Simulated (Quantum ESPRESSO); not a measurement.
# Ge (P6_3/mmc) in Quantum ESPRESSO: phonons with LDA

Aim: the phonons of Ge with LDA.

All numbers are computed with Quantum ESPRESSO 7.5; they aren't measurements. Logs are shortened: lines on timing, memory, paths and dates and some standing lists are left out, and cuts for length are marked.

## Step 1: Starting point

It takes space group P6_3/mmc (No. 194, hexagonal). The conventional cell has a = 3.998 Å, b = 3.998 Å, c = 6.599 Å, α = 90.00°, β = 90.00°, γ = 120.00°. Around Ge (site symmetry 3m) lie 4 Ge at 2.45 to 2.47 Å.

This isn't the form of Ge at room conditions, which is diamond.

## Step 2: Phonons, LDA

Input file pw.in:

```
&CONTROL
  calculation = 'scf'
  prefix = 'pwscf'
  outdir = './tmp'
  pseudo_dir = './pseudo'
  tprnfor = .true.
  tstress = .true.
  disk_io = 'low'
/
&SYSTEM
  ibrav = 0
  celldm(1) = 8
  nat = 4
  ntyp = 1
  ecutwfc = 45
  ecutrho = 360
  nbnd = 38
  occupations = 'smearing'
  smearing = 'fd'
  degauss = 0.00367493
/
&ELECTRONS
  conv_thr = 8d-10
  electron_maxstep = 120
  mixing_beta = 0.5
/
ATOMIC_SPECIES
Ge    72.6300 ge_lda_v1.4.uspp.F.UPF
CELL_PARAMETERS alat
  0.9442928003925   0.0000000000000   0.0000000000000
 -0.4721464002081   0.8177815537664   0.0000000000000
  0.0000000000000   0.0000000000000   1.5588771147993
ATOMIC_POSITIONS crystal
Ge     0.3333333333    0.6666666667    0.9370987500
Ge     0.6666666667    0.3333333333    0.4370987500
Ge     0.3333333333    0.6666666667    0.5629012500
Ge     0.6666666667    0.3333333333    0.0629012500
K_POINTS automatic
8 8 4 0 0 1
```

Input file relax.in:

```
&CONTROL
  calculation = 'vc-relax'
  prefix = 'pwscf'
  outdir = './tmp'
  pseudo_dir = './pseudo'
  tprnfor = .true.
  tstress = .true.
  disk_io = 'low'
  nstep = 40
  forc_conv_thr = 0.0001
  etot_conv_thr = 1d-06
/
&SYSTEM
  ibrav = 0
  celldm(1) = 8
  nat = 4
  ntyp = 1
  ecutwfc = 45
  ecutrho = 360
  nbnd = 38
  occupations = 'smearing'
  smearing = 'fd'
  degauss = 0.00367493
/
&ELECTRONS
  conv_thr = 8d-10
  electron_maxstep = 120
  mixing_beta = 0.5
/
&IONS
  ion_dynamics = 'bfgs'
/
&CELL
  cell_dynamics = 'bfgs'
  press = 0
  press_conv_thr = 0.2
/
ATOMIC_SPECIES
Ge    72.6300 ge_lda_v1.4.uspp.F.UPF
CELL_PARAMETERS alat
  0.9442928003925   0.0000000000000   0.0000000000000
 -0.4721464002081   0.8177815537664   0.0000000000000
  0.0000000000000   0.0000000000000   1.5588771147993
ATOMIC_POSITIONS crystal
Ge     0.3333333333    0.6666666667    0.9370987500
Ge     0.6666666667    0.3333333333    0.4370987500
Ge     0.3333333333    0.6666666667    0.5629012500
Ge     0.6666666667    0.3333333333    0.0629012500
K_POINTS automatic
8 8 4 0 0 1
```

Input file scf2.in:

```
&CONTROL
  calculation = 'scf'
  prefix = 'pwscf'
  outdir = './tmp'
  pseudo_dir = './pseudo'
  tprnfor = .true.
  tstress = .true.
  disk_io = 'low'
/
&SYSTEM
  ibrav = 0
  celldm(1) = 8
  nat = 4
  ntyp = 1
  ecutwfc = 45
  ecutrho = 360
  nbnd = 38
  occupations = 'smearing'
  smearing = 'fd'
  degauss = 0.00367493
/
&ELECTRONS
  conv_thr = 1d-13
  electron_maxstep = 120
  mixing_beta = 0.5
  startingpot = 'file'
  startingwfc = 'file'
/
ATOMIC_SPECIES
Ge    72.6300 ge_lda_v1.4.uspp.F.UPF
CELL_PARAMETERS alat
  0.9349629472776   0.0000000000068   0.0000000000000
 -0.4674814736447   0.8097016639362   0.0000000000000
  0.0000000000000   0.0000000000000   1.5408594526323
ATOMIC_POSITIONS crystal
Ge     0.3333333334    0.6666666668    0.9372533216
Ge     0.6666666668    0.3333333334    0.4372533216
Ge     0.3333333334    0.6666666668    0.5627466784
Ge     0.6666666668    0.3333333334    0.0627466784
K_POINTS automatic
8 8 4 0 0 1
```

Input file ph.in:

```
phonons of Ge
&INPUTPH
  prefix = 'pwscf'
  outdir = './tmp'
  tr2_ph = 1d-18
  fildyn = 'dyn'
  niter_ph = 90
  alpha_mix(1) = 0.4
/
0.0000000000 0.0000000000 0.0000000000
```

Input file dynmat.in:

```
&INPUT
  fildyn = 'dyn'
  asr = 'crystal'
  filout = 'dynmat.disp'
  fileig = 'dynmat.eig'
/
```

Potentials or basis: GBRV 1.5 LDA.

Launch:

```bash
$ OMP_NUM_THREADS=1 mpirun -n 4 pw.x -nk 4 -in pw.in > pw.out
$ OMP_NUM_THREADS=1 mpirun -n 4 pw.x -nk 4 -in relax.in > relax.out
$ OMP_NUM_THREADS=1 mpirun -n 4 pw.x -nk 4 -in scf2.in > scf2.out
$ OMP_NUM_THREADS=1 mpirun -n 4 ph.x -nk 4 -in ph.in > ph.out
$ OMP_NUM_THREADS=1 mpirun -n 1 dynmat.x -in dynmat.in > dynmat.out
```

pw.out:

```text
This program is part of the open-source Quantum ESPRESSO suite
     for quantum simulation of materials; please cite
[... 6 lines left out ...]
     using ibrav=0 with symmetry is DISCOURAGED, use correct ibrav instead

     K-points division:     npool     =       4
     Subspace diagonalization in iterative solution of the eigenvalue problem:
     a serial algorithm will be used

     G-vector sticks info
     --------------------
     sticks:   dense  smooth     PW     G-vecs:    dense   smooth      PW
     Sum        1417     703    211                71103    25115    3983

     Using Slab Decomposition

     bravais-lattice index     =            0
     lattice parameter (alat)  =       8.0000  a.u.
     unit-cell volume          =     616.3478 (a.u.)^3
     number of atoms/cell      =            4
     number of atomic types    =            1
     number of electrons       =        56.00
     number of Kohn-Sham states=           38
     kinetic-energy cutoff     =      45.0000  Ry
     charge density cutoff     =     360.0000  Ry
     scf convergence threshold =      8.0E-10
     mixing beta               =       0.5000
     number of iterations used =            8  plain     mixing
     Exchange-correlation=  SLA  PZ   NOGX NOGC
                           (   1   1   0   0   0   0   0)

     celldm(1)=   8.000000  celldm(2)=   0.000000  celldm(3)=   0.000000
     celldm(4)=   0.000000  celldm(5)=   0.000000  celldm(6)=   0.000000

     crystal axes: (cart. coord. in units of alat)
               a(1) = (   0.944293   0.000000   0.000000 )
               a(2) = (  -0.472146   0.817782   0.000000 )
               a(3) = (   0.000000   0.000000   1.558877 )

     reciprocal axes: (cart. coord. in units 2 pi/alat)
               b(1) = (  1.058994  0.611410 -0.000000 )
               b(2) = (  0.000000  1.222820  0.000000 )
               b(3) = (  0.000000 -0.000000  0.641487 )

     PseudoPot. # 1 for Ge read from file:
     ge_lda_v1.4.uspp.F.UPF
     Pseudo is Ultrasoft + core correction, Zval = 14.0
     Generated by new atomic code, or converted to UPF format
     Using radial grid of  873 points,  6 beta functions with:
                l(1) =   0
                l(2) =   0
                l(3) =   1
                l(4) =   1
                l(5) =   2
                l(6) =   2
     Q(r) pseudized with  8 coefficients,  rinner =    1.400   1.400   1.400
                                                       1.400   1.400

     atomic species   valence    mass     pseudopotential
     Ge               14.00    72.63000     Ge( 1.00)

     24 Sym. Ops., with inversion, found (12 have fractional translation)

   Cartesian axes

     site n.     atom                  positions (alat units)
         1        Ge     tau(   1) = (  -0.0000000   0.5451877   1.4608218  )
         2        Ge     tau(   2) = (   0.4721464   0.2725939   0.6813832  )
         3        Ge     tau(   3) = (  -0.0000000   0.5451877   0.8774939  )
         4        Ge     tau(   4) = (   0.4721464   0.2725939   0.0980553  )

     number of k points=    20  Fermi-Dirac smearing, width (Ry)=  0.0037
                       cart. coord. in units 2pi/alat
        k(    1) = (   0.0000000   0.0000000   0.0801859), wk =   0.0156250
        k(    2) = (   0.0000000   0.0000000   0.2405578), wk =   0.0156250
        k(    3) = (   0.0000000   0.1528526   0.0801859), wk =   0.0937500
        k(    4) = (   0.0000000   0.1528526   0.2405578), wk =   0.0937500
        k(    5) = (   0.0000000   0.3057051   0.0801859), wk =   0.0937500
        k(    6) = (   0.0000000   0.3057051   0.2405578), wk =   0.0937500
[... 12 lines left out ...]
        k(   19) = (   0.2647484   0.6114102   0.0801859), wk =   0.0937500
        k(   20) = (   0.2647484   0.6114102   0.2405578), wk =   0.0937500

     Dense  grid:    71103 G-vectors     FFT dimensions: (  45,  45,  80)

     Smooth grid:    25115 G-vectors     FFT dimensions: (  36,  36,  54)

     Initial potential from superposition of free atoms

     starting charge      55.9972, renormalised to      56.0000
     Starting wfcs are   36 randomized atomic wfcs +    2 random wfcs

     Self-consistent Calculation

     iteration #  1     ecut=    45.00 Ry     beta= 0.50
     Davidson diagonalization with overlap
     ethr =  1.00E-02,  avg # of iterations =  5.2

     Threshold (ethr) on eigenvalues was too large:
     Diagonalizing with lowered threshold

     Davidson diagonalization with overlap
     ethr =  1.20E-04,  avg # of iterations =  4.2

     total energy              =    -852.33749567 Ry
     estimated scf accuracy    <       0.06898858 Ry

     iteration #  2     ecut=    45.00 Ry     beta= 0.50
     Davidson diagonalization with overlap
     ethr =  1.23E-04,  avg # of iterations =  1.0

     total energy              =    -852.33529724 Ry
     estimated scf accuracy    <       0.01149817 Ry

     iteration #  3     ecut=    45.00 Ry     beta= 0.50
     Davidson diagonalization with overlap
     ethr =  2.05E-05,  avg # of iterations =  3.0

     total energy              =    -852.33593442 Ry
     estimated scf accuracy    <       0.00012528 Ry
[... 12 lines left out ...]
     total energy              =    -852.33595403 Ry
     estimated scf accuracy    <       0.00000049 Ry

     iteration #  6     ecut=    45.00 Ry     beta= 0.50
     Davidson diagonalization with overlap
     ethr =  8.83E-10,  avg # of iterations =  2.0

     total energy              =    -852.33595407 Ry
     estimated scf accuracy    <       0.00000003 Ry

     iteration #  7     ecut=    45.00 Ry     beta= 0.50
     Davidson diagonalization with overlap
     ethr =  6.01E-11,  avg # of iterations =  2.6

     End of self-consistent calculation

          k = 0.0000 0.0000 0.0802 (  3099 PWs)   bands (ev):

   -16.8819 -16.8819 -16.8476 -16.8476 -16.8438 -16.8319 -16.8158 -16.8158
   -16.7689 -16.7689 -16.6414 -16.6414 -16.6293 -16.6146 -16.6113 -16.6113
   -16.5904 -16.5904 -16.5634 -16.5634  -4.6814  -2.8516   0.6854   6.6565
     6.6565   6.7153   7.9326   8.1031   8.1031   8.8995  10.4344  10.4344
    10.8157  12.5048  12.5048  14.1618  15.6021  15.6021

          k = 0.0000 0.0000 0.2406 (  3104 PWs)   bands (ev):

   -16.8739 -16.8739 -16.8606 -16.8606 -16.8394 -16.8344 -16.8007 -16.8007
   -16.7824 -16.7824 -16.6316 -16.6316 -16.6259 -16.6198 -16.6196 -16.6196
   -16.5814 -16.5814 -16.5706 -16.5706  -4.3121  -3.6223   2.2035   4.3355
     6.9759   6.9759   7.5393   7.5393   8.3289   9.0196  11.0441  11.0441
    11.8359  11.8359  12.3258  14.7647  14.9143  15.9132

          k = 0.0000 0.1529 0.0802 (  3139 PWs)   bands (ev):
[... 33 lines left out ...]
   -16.8993 -16.8914 -16.8782 -16.8659 -16.8307 -16.8038 -16.7766 -16.7466
   -16.7375 -16.7174 -16.7035 -16.6887 -16.6886 -16.6360 -16.6320 -16.6179
   -16.5752 -16.5643 -16.5481 -16.5410  -3.2744  -1.4416  -0.2444   2.0951
     3.5147   5.2377   5.9303   6.7174   8.6512   9.4208  11.2176  11.9467
    12.3768  13.6863  15.6359  15.8022  16.2978  16.9892

          k = 0.0000 0.4586 0.2406 (  3147 PWs)   bands (ev):

   -16.8857 -16.8848 -16.8745 -16.8723 -16.8345 -16.8139 -16.7727 -16.7632
   -16.7629 -16.7413 -16.6721 -16.6667 -16.6597 -16.6479 -16.6306 -16.6114
   -16.5709 -16.5660 -16.5565 -16.5551  -2.9230  -2.2613   0.5166   1.3485
     4.6037   5.5745   6.0218   6.1609   8.3485   9.0988  10.3401  11.3409
    13.1537  14.4669  14.8783  16.0128  16.3256  17.4437

          k = 0.0000-0.6114 0.0802 (  3144 PWs)   bands (ev):

   -16.8947 -16.8917 -16.8864 -16.8677 -16.8215 -16.8020 -16.7702 -16.7536
   -16.7383 -16.7132 -16.6943 -16.6919 -16.6898 -16.6436 -16.6303 -16.6300
   -16.5721 -16.5565 -16.5471 -16.5443  -2.7158  -1.2329  -0.5277   1.1703
     3.6782   5.0736   5.4341   6.5542   8.5806   9.2730  11.4431  11.9587
    12.6202  12.7471  16.4505  16.5644  17.0398  18.2239

          k = 0.0000-0.6114 0.2406 (  3152 PWs)   bands (ev):

   -16.8854 -16.8821 -16.8759 -16.8756 -16.8266 -16.8098 -16.7832 -16.7707
   -16.7572 -16.7365 -16.6696 -16.6547 -16.6534 -16.6512 -16.6358 -16.6294
   -16.5658 -16.5640 -16.5589 -16.5538  -2.3935  -1.8195  -0.1266   0.5219
     4.8251   5.4113   5.9696   5.9985   8.2535   8.7522  10.4258  10.5277
    13.2338  14.4365  15.1696  16.7075  18.4160  18.4243

          k = 0.1324 0.2293 0.0802 (  3137 PWs)   bands (ev):

   -16.8966 -16.8910 -16.8610 -16.8608 -16.8414 -16.8148 -16.7869 -16.7840
   -16.7484 -16.7439 -16.6748 -16.6713 -16.6612 -16.6375 -16.6082 -16.6064
   -16.5845 -16.5838 -16.5503 -16.5458  -4.1817  -2.3408   0.6123   4.2078
     4.3710   5.5243   7.0637   7.1120   9.5503   9.8969  10.9032  11.7162
    11.8110  12.4685  14.1038  14.7768  14.7981  15.9075

          k = 0.1324 0.2293 0.2406 (  3129 PWs)   bands (ev):

   -16.8844 -16.8833 -16.8712 -16.8658 -16.8400 -16.8218 -16.7807 -16.7762
   -16.7620 -16.7613 -16.6707 -16.6611 -16.6460 -16.6404 -16.6156 -16.6003
   -16.5823 -16.5712 -16.5599 -16.5583  -3.8152  -3.1272   1.8579   3.2678
     4.8486   5.8809   6.1156   6.4812   9.9463  10.2771  11.0793  11.3850
    12.0743  12.7491  13.6259  13.9092  15.8180  16.0157
[... 51 lines left out ...]
   -16.9064 -16.8937 -16.8898 -16.8869 -16.7841 -16.7622 -16.7618 -16.7481
   -16.7211 -16.7203 -16.6989 -16.6975 -16.6849 -16.6751 -16.6680 -16.6577
   -16.5515 -16.5505 -16.5456 -16.5330  -2.1989  -1.4692  -0.0646   0.7784
     3.2817   4.4917   4.9469   5.1207   9.8503  11.2877  11.7378  12.4764
    13.7749  13.9067  15.0976  15.7141  15.8266  16.2722

          k = 0.2647 0.6114 0.2406 (  3139 PWs)   bands (ev):

   -16.9011 -16.8931 -16.8803 -16.8776 -16.8076 -16.8005 -16.7534 -16.7471
   -16.7325 -16.7308 -16.6921 -16.6916 -16.6686 -16.6634 -16.6469 -16.6429
   -16.5633 -16.5602 -16.5457 -16.5382  -1.9375  -1.5871  -0.1611   0.2283
     3.6650   4.3126   5.5422   5.9909   9.3757   9.9046  11.3108  12.4099
    13.0940  13.5043  14.7749  15.4904  15.9111  16.4909

     the Fermi energy is     8.0922 ev

!    total energy              =    -852.33595408 Ry
     estimated scf accuracy    <          2.7E-10 Ry
     smearing contrib. (-TS)   =      -0.00013628 Ry
     internal energy E=F+TS    =    -852.33581780 Ry

     The total energy is F=E-TS. E is the sum of the following terms:
     one-electron contribution =    -561.16138781 Ry
     hartree contribution      =     331.23152399 Ry
     xc contribution           =    -229.06137977 Ry
     ewald contribution        =    -393.34457420 Ry

     convergence has been achieved in   7 iterations

     Forces acting on atoms (cartesian axes, Ry/au):

     atom    1 type  1   force =     0.00000000   -0.00000000    0.00082049
     atom    2 type  1   force =     0.00000000    0.00000000    0.00082049
     atom    3 type  1   force =     0.00000000    0.00000000   -0.00082049
     atom    4 type  1   force =     0.00000000    0.00000000   -0.00082049

     Total force =     0.001641     Total SCF correction =     0.000019

     Computing stress (Cartesian axis) and pressure

          total   stress  (Ry/bohr**3)                   (kbar)     P=      -21.52
  -0.00014103  -0.00000000   0.00000000          -20.75       -0.00        0.00
  -0.00000000  -0.00014103   0.00000000           -0.00      -20.75        0.00
   0.00000000   0.00000000  -0.00015687            0.00        0.00      -23.08

=------------------------------------------------------------------------------=
   JOB DONE.
=------------------------------------------------------------------------------=
```

Run time: 17 min. Hardware: 4 MPI ranks of Intel Xeon at 2.50GHz (Skylake/Cascade Lake), shared host; peak memory 0.6 GiB.

What came out:

| Quantity | Value |
| --- | --- |
| Free energy | -11596.6378 eV |
| Relaxed volume | 22.13 Å³/atom |
| Relaxed cell | a = 3.958 Å, b = 3.958 Å, c = 6.523 Å, α = 90.00°, β = 90.00°, γ = 120.00° |
| Space group after relaxing (to 0.05 Å) | P6_3/mmc (No. 194) |
| Pressure after relaxing | 0.0 GPa |
| Band gap on the k mesh | none (metal or under the smearing width) |
| Highest phonon frequency at Γ | 293 cm⁻¹ |

Step by step:
| step | energy change (eV) | largest force (eV/Å) | pressure (GPa) | volume (Å³) |
| --- | --- | --- | --- | --- |
| 1 | 0.0000 | 0.0211 | -2.15 | 91.33 |
| 2 | -0.0111 | 0.0110 | -1.42 | 90.33 |
| 3 | -0.0190 | 0.0002 | -0.31 | 88.88 |
| 4 | -0.0193 | 0.0004 | 0.01 | 88.48 |
| 5 | -0.0193 | 0.0005 | 0.00 | 88.50 |
| 6 | -0.0193 | 0.0013 | 0.00 | 88.50 |

Final structure:
```cif
data_structure
_symmetry_space_group_name_H-M 'P 1'
_symmetry_Int_Tables_number 1
_cell_length_a 3.9581
_cell_length_b 3.9581
_cell_length_c 6.5231
_cell_angle_alpha 90.000
_cell_angle_beta 90.000
_cell_angle_gamma 120.000
_cell_volume 88.50
loop_
_atom_site_label
_atom_site_type_symbol
_atom_site_fract_x
_atom_site_fract_y
_atom_site_fract_z
_atom_site_occupancy
Ge1 Ge 0.33333 0.66667 0.93725 1
Ge2 Ge 0.66667 0.33333 0.43725 1
Ge3 Ge 0.33333 0.66667 0.56275 1
Ge4 Ge 0.66667 0.33333 0.06275 1
```

Levels at points of the mesh, in eV from the Fermi level:
```csv
k point,band 24,band 25,band 26,band 27,band 28,band 29,band 30,band 31,band 32,band 33
"(0.00, 0.00, 0.12)",-1.51,-1.51,-1.29,-0.11,0.00,0.00,1.00,2.33,2.33,2.75
```

Phonon frequencies in cm⁻¹ (negative: imaginary):
```csv
q point,frequencies
"(0.000, 0.000, 0.000)",-9 -9 -7 49 49 214 241 270 270 292 293 293
```

Optical modes at Γ, degenerate ones joined:
```tsv
cm⁻¹	components	symmetry	active in
49	2	E2u	silent
214	1	B1g	silent
241	1	B2u	silent
270	2	E2g	Raman
292	1	A1g	Raman
293	2	E1g	Raman
```

Caveat: the mesh is thin for the phonons of a metal.
